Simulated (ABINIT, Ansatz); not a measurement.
# Quasiparticle gap of SiC (Moissanite) in ABINIT

Aim: the G0W0 gap of SiC (Moissanite) on PBE, step by step.

Main program and level: ABINIT 10.8.3; PBE and many-body steps on it, plane waves.

**What was measured.**

- Gap 3.33 eV: band gap at cryogenic temperature; bulk crystal (literature value) (quoted in “Silicon carbide diodes for neutron detection”, 2020, arxiv:2009.14696).

Most raw output is cut from this account.

**1. The starting structure**

It takes space group P6_3mc (No. 186, hexagonal). The conventional cell has a = 3.076 Å, b = 3.076 Å, c = 5.048 Å, α = 90.00°, β = 90.00°, γ = 120.00°. Nearest to Si lie 4 C at 1.87 to 1.94 Å. Nearest to C lie 4 Si at 1.87 to 1.94 Å. Farther neighbours are not listed.

The cell and positions come from the Crystallography Open Database and are kept as given unless a step says otherwise.

**2. Ground state**

This step: ABINIT 10.8.3; DFT, PBE, plane waves, norm-conserving pseudopotentials.

The ground-state density comes first.

Contents of run.abi:

```
acell 3*1.0 Angstrom
rprim 
  3.075999999976 0.000000000005 0.000000000000
  -1.537999999993 2.663894142018 0.000000000000
  0.000000000000 0.000000000000 5.048000000000
ntypat 2
znucl 14 6
natom 4
typat 1 1 2 2
xred 
  0.333333333333 0.666666666667 0.000000000000
  0.666666666667 0.333333333333 0.500000000000
  0.333333333333 0.666666666667 0.385000000000
  0.666666666667 0.333333333333 0.885000000000
pp_dirpath "pseudos"
pseudos "Si.upf, C.upf"
ecut 37
ngkpt 6 6 4
nshiftk 1
shiftk 0 0 0
kptopt 1
chksymbreak 0
nband 14
occopt 1
tolvrs 1e-10
nstep 60
prtwf 0
optforces 0
optstress 0
indata_prefix "in"
outdata_prefix "out"
tmpdata_prefix "tmp"
```

On the command line:

```sh
OMP_NUM_THREADS=1 mpirun -n 4 abinit run.abi > log
```

Wall time 7.5 s (4 MPI ranks of Intel Xeon Platinum 8488C (Sapphire Rapids), shared host); peak memory 0.32 GiB.

This step gave:

```
total energy               : -558.8537 eV
gap                        : 2.329 eV
k of the valence top       : 0, 0, 0
k of the conduction bottom : 0.3333, 0.3333, 0
least direct gap           : 4.083 eV
```

The gap is indirect, with the least direct gap 1.75 eV higher.

**3. Bands along the symmetry lines**

The cheap functional maps the bands first; the places of the edges decide which points the dearer methods must see.

Contents of run.abi:

```
acell 3*1.0 Angstrom
rprim 
  3.075999999976 0.000000000005 0.000000000000
  -1.537999999993 2.663894142018 0.000000000000
  0.000000000000 0.000000000000 5.048000000000
ntypat 2
znucl 14 6
natom 4
typat 1 1 2 2
xred 
  0.333333333333 0.666666666667 0.000000000000
  0.666666666667 0.333333333333 0.500000000000
  0.333333333333 0.666666666667 0.385000000000
  0.666666666667 0.333333333333 0.885000000000
pp_dirpath "pseudos"
pseudos "Si.upf, C.upf"
ecut 37
iscf -2
irdden 1
kptopt 0
nkpt 75
kpt 
  0.00000000 0.00000000 0.00000000
  0.06250000 0.00000000 0.00000000
  0.12500000 0.00000000 0.00000000
  0.18750000 0.00000000 0.00000000
  0.25000000 0.00000000 0.00000000
  0.31250000 0.00000000 0.00000000
  0.37500000 0.00000000 0.00000000
  0.43750000 0.00000000 0.00000000
  0.50000000 0.00000000 0.00000000
  0.47916667 0.04166667 0.00000000
  0.45833333 0.08333333 0.00000000
  0.43750000 0.12500000 0.00000000
  0.41666666 0.16666666 0.00000000
  0.39583333 0.20833333 0.00000000
  0.37500000 0.25000000 0.00000000
  0.35416666 0.29166666 0.00000000
  0.33333333 0.33333333 0.00000000
  0.29166666 0.29166666 0.00000000
  0.25000000 0.25000000 0.00000000
  0.20833333 0.20833333 0.00000000
  0.16666666 0.16666666 0.00000000
  0.12500000 0.12500000 0.00000000
  0.08333333 0.08333333 0.00000000
  0.04166667 0.04166667 0.00000000
  0.00000000 0.00000000 0.00000000
  0.00000000 0.00000000 0.06250000
  0.00000000 0.00000000 0.12500000
  0.00000000 0.00000000 0.18750000
  0.00000000 0.00000000 0.25000000
  0.00000000 0.00000000 0.31250000
  0.00000000 0.00000000 0.37500000
  0.00000000 0.00000000 0.43750000
  0.00000000 0.00000000 0.50000000
  0.06250000 0.00000000 0.50000000
  0.12500000 0.00000000 0.50000000
  0.18750000 0.00000000 0.50000000
  0.25000000 0.00000000 0.50000000
  0.31250000 0.00000000 0.50000000
  0.37500000 0.00000000 0.50000000
  0.43750000 0.00000000 0.50000000
  0.50000000 0.00000000 0.50000000
  0.47916667 0.04166667 0.50000000
  0.45833333 0.08333333 0.50000000
  0.43750000 0.12500000 0.50000000
  0.41666666 0.16666666 0.50000000
  0.39583333 0.20833333 0.50000000
  0.37500000 0.25000000 0.50000000
  0.35416666 0.29166666 0.50000000
  0.33333333 0.33333333 0.50000000
  0.29166666 0.29166666 0.50000000
  0.25000000 0.25000000 0.50000000
  0.20833333 0.20833333 0.50000000
  0.16666666 0.16666666 0.50000000
  0.12500000 0.12500000 0.50000000
  0.08333333 0.08333333 0.50000000
  0.04166667 0.04166667 0.50000000
  0.00000000 0.00000000 0.50000000
  0.50000000 0.00000000 0.50000000
  0.50000000 0.00000000 0.43750000
  0.50000000 0.00000000 0.37500000
  0.50000000 0.00000000 0.31250000
  0.50000000 0.00000000 0.25000000
  0.50000000 0.00000000 0.18750000
  0.50000000 0.00000000 0.12500000
  0.50000000 0.00000000 0.06250000
  0.50000000 -0.00000000 0.00000000
  0.33333333 0.33333333 0.50000000
  0.33333333 0.33333333 0.43750000
  0.33333333 0.33333333 0.37500000
  0.33333333 0.33333333 0.31250000
  0.33333333 0.33333333 0.25000000
  0.33333333 0.33333333 0.18750000
  0.33333333 0.33333333 0.12500000
  0.33333333 0.33333333 0.06250000
  0.33333333 0.33333333 0.00000000
istwfk *1
nband 15
nbdbuf 2
tolwfr 1e-08
nstep 40
prtwf 0
prtvol 0
indata_prefix "in"
outdata_prefix "out"
tmpdata_prefix "tmp"
```

The job ended after 12 s (4 MPI ranks; peak memory 0.33 GiB; 45 s of CPU time).

Numbers from this step:

```
gap                        : 2.329 eV
k of the valence top       : 0, 0, 0
k of the conduction bottom : 0.3333, 0.3333, 0
least direct gap           : 4.083 eV
```

The gap is 2.329 eV, as in the run before at this level.

Electronic bands along the path, in eV, zero at the top of the highest filled band; v1 is the highest filled band, c1 the lowest empty one:

```tsv
point	v4	v3	v2	v1	c1	c2	c3	c4
Γ	-1.56	-0.28	-0.28	0.00	4.62	6.02	6.51	6.51
halfway	-3.22	-2.75	-0.93	-0.90	3.89	5.73	6.97	7.71
M	-5.44	-3.55	-3.26	-1.49	2.60	4.20	6.75	7.21
halfway	-5.48	-4.79	-3.34	-2.83	3.26	4.96	7.50	8.29
K	-6.51	-4.12	-4.04	-4.04	2.33	7.98	8.65	8.65
halfway	-4.36	-3.07	-1.73	-1.17	5.10	5.66	6.81	6.96
Γ	-1.56	-0.28	-0.28	0.00	4.62	6.02	6.51	6.51
halfway	-1.39	-1.39	-0.49	-0.49	4.90	6.63	6.63	6.85
A	-0.97	-0.97	-0.97	-0.97	5.71	5.71	7.17	7.17
halfway	-3.07	-3.07	-1.96	-1.96	4.36	4.36	7.13	7.13
L	-2.69	-2.69	-2.34	-2.34	3.17	3.17	5.00	5.00
halfway	-4.46	-4.46	-1.95	-1.95	4.12	4.12	6.12	6.12
H	-5.86	-5.86	-1.75	-1.75	4.82	4.82	5.97	5.97
halfway	-3.19	-3.19	-2.64	-2.64	5.03	5.03	7.34	7.34
A	-0.97	-0.97	-0.97	-0.97	5.71	5.71	7.17	7.17
jump to L	-2.69	-2.69	-2.34	-2.34	3.17	3.17	5.00	5.00
halfway	-4.17	-3.32	-2.34	-1.90	2.93	3.18	6.41	6.84
M	-5.44	-3.55	-3.26	-1.49	2.60	4.20	6.75	7.21
jump to H	-5.86	-5.86	-1.75	-1.75	4.82	4.82	5.97	5.97
halfway	-6.66	-4.76	-2.85	-2.85	3.52	6.34	6.34	7.68
K	-6.51	-4.12	-4.04	-4.04	2.33	7.98	8.65	8.65
```

**4. Empty states on the mesh, 6×6×4 mesh, 553 bands**

The sums over transitions need many empty states on a uniform mesh; this step solves for them.

Contents of run.abi:

```
acell 3*1.0 Angstrom
rprim 
  3.075999999976 0.000000000005 0.000000000000
  -1.537999999993 2.663894142018 0.000000000000
  0.000000000000 0.000000000000 5.048000000000
ntypat 2
znucl 14 6
natom 4
typat 1 1 2 2
xred 
  0.333333333333 0.666666666667 0.000000000000
  0.666666666667 0.333333333333 0.500000000000
  0.333333333333 0.666666666667 0.385000000000
  0.666666666667 0.333333333333 0.885000000000
pp_dirpath "pseudos"
pseudos "Si.upf, C.upf"
ecut 37
ngkpt 6 6 4
nshiftk 1
shiftk 0 0 0
kptopt 1
chksymbreak 0
irdden 1
istwfk *1
nband 553
prtvol 0
optdriver 6
gwr_task "HDIAGO"
paral_kgb 0
occopt 1
indata_prefix "in"
outdata_prefix "out"
tmpdata_prefix "tmp"
```

It took 84 s on 4 MPI ranks; peak memory 2.3 GiB; 5.6 min of CPU time.

Numbers from this step:

| Item | Value |
| --- | --- |
| gap | 2.329 eV |
| k of the valence top | 0, 0, 0 |
| k of the conduction bottom | 0.3333, 0.3333, 0 |
| least direct gap | 4.083 eV |
| k points computed | 21 |
| lowest point of the top converged band, above the valence top | 296.1067 eV |

On this mesh the gap is 2.329 eV.

**5. Screening, 6×6×4 mesh, 545 bands, screening to 381 eV**

The RPA dielectric matrix is built and inverted for each q.

This step: RPA screening on PBE, plane waves, norm-conserving pseudopotentials.

run.abi: that of step 4 with these lines changed.

```diff
@@ -22,10 +22,11 @@
 chksymbreak 0
-irdden 1
 istwfk *1
-nband 553
-prtvol 0
-optdriver 6
-gwr_task "HDIAGO"
-paral_kgb 0
 occopt 1
+irdwfk 1
+optdriver 3
+nband 545
+ecuteps 14
+inclvkb 2
+awtr 1
+symchi 1
 indata_prefix "in"
```

The job ended after 29 min (4 MPI ranks; peak memory 7.9 GiB).

This step gave:

- ε∞ with local fields, on this mesh, along the program's q direction: 6.843
- the same without local fields: 7.495
- plasma frequency: 23.09 eV
- plane waves in the screening matrix: 701

Local fields lower ε∞ by 9 %.

**6. Self-energy, 6×6×4 mesh, 545 bands, screening to 381 eV**

The self-energy is evaluated for the states that the input lists, and the levels follow from it, in one-shot runs by the linearised quasiparticle equation.

This step: G0W0 on PBE, plane waves, norm-conserving pseudopotentials.

run.abi: that of step 5 with these lines changed.

```diff
@@ -25,8 +25,19 @@
 irdwfk 1
-optdriver 3
+optdriver 4
 nband 545
+gwcalctyp 0
+ecutsigx 37
+symsigma 1
+nkptgw 3
+kptgw 
+  0.0000000000 0.0000000000 0.0000000000
+  0.3333333333 0.3333333333 0.0000000000
+  0.5000000000 0.0000000000 0.0000000000
+bdgw 
+  6 10
+  7 10
+  7 10
 ecuteps 14
-inclvkb 2
-awtr 1
-symchi 1
+irdscr 1
+ppmodel 1
 indata_prefix "in"
```

Wall time 16 min (4 MPI ranks); peak memory 9.4 GiB.

This step gave:

- G0W0 gap on the points computed: 3.117 eV
- starting gap on the mesh: 2.329 eV
- k of the valence top: 0, 0, 0
- k of the conduction bottom: 0.3333, 0.3333, 0
- Z at the valence top: 0.792
- Z at the conduction bottom: 0.825
- least direct G0W0 gap on the computed points: 5.085 eV

The gap on the mesh goes from 2.33 eV to 3.12 eV, a correction of +0.79 eV.

Limits: finite bands, cutoff and mesh. v1 is the top filled band, c1 the lowest empty one. The levels before and after the correction (eV, zero at the valence-band top of each column):

```tsv
	conduction bottom	valence top
Kohn-Sham	2.33	0.00
G0W0	3.12	0.00
```

```tsv
	level	energy (eV)
Kohn-Sham	Γ v3-v2	-0.275
Kohn-Sham	Γ v1	0.000
Kohn-Sham	Γ c1	4.620
Kohn-Sham	Γ c2	6.019
Kohn-Sham	(0.333 0.333 0) v2-v1	-4.042
Kohn-Sham	(0.333 0.333 0) c1	2.329
Kohn-Sham	(0.333 0.333 0) c2	7.984
G0W0	Γ v3-v2	-0.306
G0W0	Γ v1	0.000
G0W0	Γ c1	5.533
G0W0	Γ c2	6.873
G0W0	(0.333 0.333 0) v2-v1	-4.346
G0W0	(0.333 0.333 0) c1	3.117
G0W0	(0.333 0.333 0) c2	9.084
```

**7. Where the time went**

Times are wall times on 4 MPI ranks of Intel Xeon Platinum 8488C (Sapphire Rapids), shared host, good to a factor of about two.

```tsv
step	time	share	memory (GiB)
ground state	7.5 s	0 %	0.32
bands along the symmetry lines	12 s	0 %	0.33
empty states on the mesh	84 s	3 %	2.3
screening	29 min	63 %	7.9
self-energy	16 min	34 %	9.4
```

**8. Summary of results**

| Quantity | Value |
| --- | --- |
| PBE gap | 2.33 eV, indirect |
| G0W0 gap on the mesh | 3.12 eV |
| GW settings | 6×6×4 mesh, 545 bands, screening to 381 eV, Godby-Needs plasmon pole |
| known limits | not at the basis limit |

What this shows: G0W0 moves the gap on the mesh from 2.33 eV to 3.12 eV (+0.79 eV), with Z of 0.79 and 0.82 at the edges. Local fields lower the RPA ε∞ on this mesh from 7.49 to 6.84. Only 3 of the mesh's irreducible points were corrected, so a valley elsewhere could overtake. The dearest step here is «screening». Against experiment, by G0W0@PBE: the gap of 3.12 eV lies −0.21 eV from the measured 3.33 eV (kind not stated, quoted 2020). The calculation has static nuclei and no excitons; a measured gap holds zero-point and thermal motion, which mostly lowers it. Bands and cutoff are finite, so the gap is not at the basis limit. The miss can reach some tenths of an eV and take either sign; the mesh is an error of its own. In the G0W0 run levels were corrected at 3 k points alone, so a gap called «on the mesh» is the least over those, and an edge elsewhere would be missed.

[Paths, hosts, dates, memory and timing lines, banners, echoed tables and standing remarks are left out of the program output.]

[Logs are printed without paths, hosts, clocks, repeated set-up lines and the standing remarks that a program may print on its own settings, such as how far it seeks lower states.]

[Runs of the session that timed out or met a known fault of the program may be left out.]

[Hosts, paths, dates, database ids (printed as entryN), source tags and the programs' standing remarks are cut or masked in the printed files.]

[G0W0 gaps are taken among the corrected bands and points alone; a level outside them can change the order at an edge.]

[Where Ansatz stands beside ABINIT at settings called matched, ABINIT's density can come from a denser mesh and the files from another edition; pairs whose starting gaps differed by over 0.03 eV were left out, so agreement reads better than it is.]
